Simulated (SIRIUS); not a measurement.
**Pt in SIRIUS: convergence with gk cutoff**

Input of the first run (gk cutoff 1.98 1/bohr); the others differ in this setting and in those tied to it:

Contents of sirius.json:

```json
{
  "control": {
    "processing_unit": "cpu",
    "std_evp_solver_name": "lapack",
    "gen_evp_solver_name": "lapack",
    "verbosity": 2,
    "print_forces": true,
    "ortho_rf": true,
    "use_second_variation": true,
    "rmt_max": 3.0,
    "num_bands_to_print": 24,
    "save_wf": true
  },
  "parameters": {
    "electronic_structure_method": "full_potential_lapwlo",
    "xc_functionals": ["XC_GGA_X_PBE_SOL", "XC_GGA_C_PBE_SOL"],
    "core_relativity": "dirac",
    "valence_relativity": "iora",
    "num_fv_states": 24,
    "smearing": "fermi_dirac",
    "smearing_width": 0.0018374661,
    "pw_cutoff": 20,
    "gk_cutoff": 1.98,
    "lmax_apw": 10,
    "lmax_rho": 8,
    "lmax_pot": 8,
    "num_mag_dims": 0,
    "auto_rmt": 0,
    "ngridk": [12, 12, 12],
    "shiftk": [0, 0, 0],
    "num_dft_iter": 80,
    "energy_tol": 1e-07,
    "density_tol": 1e-05,
    "use_symmetry": true
  },
  "settings": {"tol_ne": 1e-10},
  "iterative_solver": {"type": "exact"},
  "mixer": {"type": "anderson", "beta": 0.5, "max_history": 8},
  "unit_cell": {
    "lattice_vectors": [
      [-2.9937419212, 2.9937419212, 2.9937419212],
      [2.9937419212, -2.9937419212, 2.9937419212],
      [2.9937419212, 2.9937419212, -2.9937419212]
    ],
    "atom_types": ["Pt"],
    "atom_files": {"Pt": "Pt.json"},
    "atoms": {"Pt": [[0.0, 0.0, 0.0]]}
  }
}
```

The input Pt.json:

```json
{
  "name": "platinum",
  "symbol": "Pt",
  "number": 78,
  "mass": 195.084,
  "rmin": 1e-06,
  "rmt": 2.55,
  "nrmt": 800,
  "rinf": 13.69,
  "core": "1s2s2p3s3p3d4s4p4d",
  "valence": [
    {"basis": [{"enu": 0.2, "dme": 0, "n": 0, "auto": 0}, {"enu": 0.2, "dme": 1, "n": 0, "auto": 0}]},
    {"l": 0, "n": 1, "basis": [{"enu": 0.3, "dme": 0, "n": 0, "auto": 0}]},
    {"l": 1, "n": 2, "basis": [{"enu": 0.3, "dme": 0, "n": 0, "auto": 0}]},
    {"l": 2, "n": 3, "basis": [{"enu": 0.3, "dme": 0, "n": 0, "auto": 0}]},
    {"l": 3, "n": 4, "basis": [{"enu": 0.3, "dme": 0, "n": 0, "auto": 0}]},
    {"l": 4, "n": 5, "basis": [{"enu": 0.3, "dme": 0, "n": 0, "auto": 0}]}
  ],
  "lo": [
    {"l": 0, "basis": [{"enu": 0.3, "dme": 0, "n": 0, "auto": 0}, {"enu": 0.3, "dme": 1, "n": 0, "auto": 0}]},
    {
      "l": 0,
      "basis": [{"enu": -3.2187, "dme": 0, "n": 5, "auto": 1}, {"enu": -3.2187, "dme": 1, "n": 5, "auto": 1}]
    },
    {"l": 0, "basis": [{"enu": -3.2187, "dme": 1, "n": 5, "auto": 1}, {"enu": 0.3, "dme": 0, "n": 0, "auto": 0}]},
    {"l": 0, "basis": [{"enu": 0.3, "dme": 0, "n": 0, "auto": 0}, {"enu": 2.7606, "dme": 0, "n": 0, "auto": 0}]},
    {"l": 1, "basis": [{"enu": 0.3, "dme": 0, "n": 0, "auto": 0}, {"enu": 0.3, "dme": 1, "n": 0, "auto": 0}]},
    {
      "l": 1,
      "basis": [{"enu": -1.5442, "dme": 0, "n": 5, "auto": 1}, {"enu": -1.5442, "dme": 1, "n": 5, "auto": 1}]
    },
    {"l": 1, "basis": [{"enu": -1.5442, "dme": 1, "n": 5, "auto": 1}, {"enu": 0.3, "dme": 0, "n": 0, "auto": 0}]},
    {"l": 1, "basis": [{"enu": 0.3, "dme": 0, "n": 0, "auto": 0}, {"enu": 3.1297, "dme": 0, "n": 0, "auto": 0}]},
    {"l": 2, "basis": [{"enu": 0.3, "dme": 0, "n": 0, "auto": 0}, {"enu": 0.3, "dme": 1, "n": 0, "auto": 0}]},
    {"l": 2, "basis": [{"enu": 0.3, "dme": 1, "n": 0, "auto": 0}, {"enu": 0.3, "dme": 2, "n": 0, "auto": 0}]},
    {"l": 2, "basis": [{"enu": 0.3, "dme": 0, "n": 0, "auto": 0}, {"enu": 2.6991, "dme": 0, "n": 0, "auto": 0}]},
    {"l": 3, "basis": [{"enu": 0.3, "dme": 0, "n": 0, "auto": 0}, {"enu": 0.3, "dme": 1, "n": 0, "auto": 0}]},
    {
      "l": 3,
      "basis": [{"enu": -2.0856, "dme": 0, "n": 4, "auto": 1}, {"enu": -2.0856, "dme": 1, "n": 4, "auto": 1}]
    },
    {"l": 3, "basis": [{"enu": -2.0856, "dme": 1, "n": 4, "auto": 1}, {"enu": 0.3, "dme": 0, "n": 0, "auto": 0}]},
    {"l": 3, "basis": [{"enu": 0.3, "dme": 0, "n": 0, "auto": 0}, {"enu": 3.8679, "dme": 0, "n": 0, "auto": 0}]},
    {"l": 4, "basis": [{"enu": 0.3, "dme": 0, "n": 0, "auto": 0}, {"enu": 0.3, "dme": 1, "n": 0, "auto": 0}]},
    {"l": 4, "basis": [{"enu": 0.3, "dme": 0, "n": 0, "auto": 0}, {"enu": 3.2527, "dme": 0, "n": 0, "auto": 0}]}
  ],
  "free_atom": [... radial grid and density of the free atom, the start of the SCF ...]
}
```

The input sirius_start.json:

```json
{
  "control": {
    "processing_unit": "cpu",
    "std_evp_solver_name": "lapack",
    "gen_evp_solver_name": "lapack",
    "verbosity": 1,
    "print_forces": false,
    "ortho_rf": true,
    "use_second_variation": true,
    "rmt_max": 3.0,
    "num_bands_to_print": 24,
    "save_wf": false
  },
  "parameters": {
    "electronic_structure_method": "full_potential_lapwlo",
    "xc_functionals": ["XC_LDA_X", "XC_LDA_C_PW"],
    "core_relativity": "dirac",
    "valence_relativity": "iora",
    "num_fv_states": 24,
    "smearing": "fermi_dirac",
    "smearing_width": 0.0055123983,
    "pw_cutoff": 20,
    "gk_cutoff": 1.59,
    "lmax_apw": 10,
    "lmax_rho": 8,
    "lmax_pot": 8,
    "num_mag_dims": 0,
    "auto_rmt": 0,
    "ngridk": [5, 5, 5],
    "shiftk": [0, 0, 0],
    "num_dft_iter": 30,
    "energy_tol": 0.01,
    "density_tol": 0.05,
    "use_symmetry": true
  },
  "settings": {"tol_ne": 1e-10},
  "iterative_solver": {"type": "exact"},
  "mixer": {"type": "anderson", "beta": 0.5, "max_history": 8},
  "unit_cell": {
    "lattice_vectors": [
      [-2.9937419212, 2.9937419212, 2.9937419212],
      [2.9937419212, -2.9937419212, 2.9937419212],
      [2.9937419212, 2.9937419212, -2.9937419212]
    ],
    "atom_types": ["Pt"],
    "atom_files": {"Pt": "Pt.json"},
    "atoms": {"Pt": [[0.0, 0.0, 0.0]]}
  }
}
```

Potentials or basis: all-electron FP-LAPW, apw+lo standard.

Launch:

```sh
$ OMP_NUM_THREADS=1 sirius.scf --input=sirius_start.json --output=start.json
$ OMP_NUM_THREADS=1 sirius.scf --input=sirius.json --output=output.json --task=1
```

This isn't the form of Pt at room conditions, which is fcc.

Hardware: 1 thread of Arm Neoverse V1, on a shared host.

```tsv
gk cutoff	energy less the tightest run, at zero smearing (meV/atom)	SCF cycles	CPU time (s)	peak memory (GiB)
1.98 1/bohr	4402.77	8	38	0.28
2.35 1/bohr	1521.16	8	39	0.29
2.71 1/bohr	473.77	9	43	0.3
3.07 1/bohr	113.03	9	45	0.31
3.43 1/bohr	26.07	7	40	0.32
3.79 1/bohr	5.07	7	45	0.35
4.15 1/bohr	0.00	7	52	0.43
```

Not settled before the last step: the energy (to 1 meV/atom). The tightest run that finished is the yardstick and may itself not be fully converged.

Spin-orbit coupling is left out, which matters for the levels of Pt.
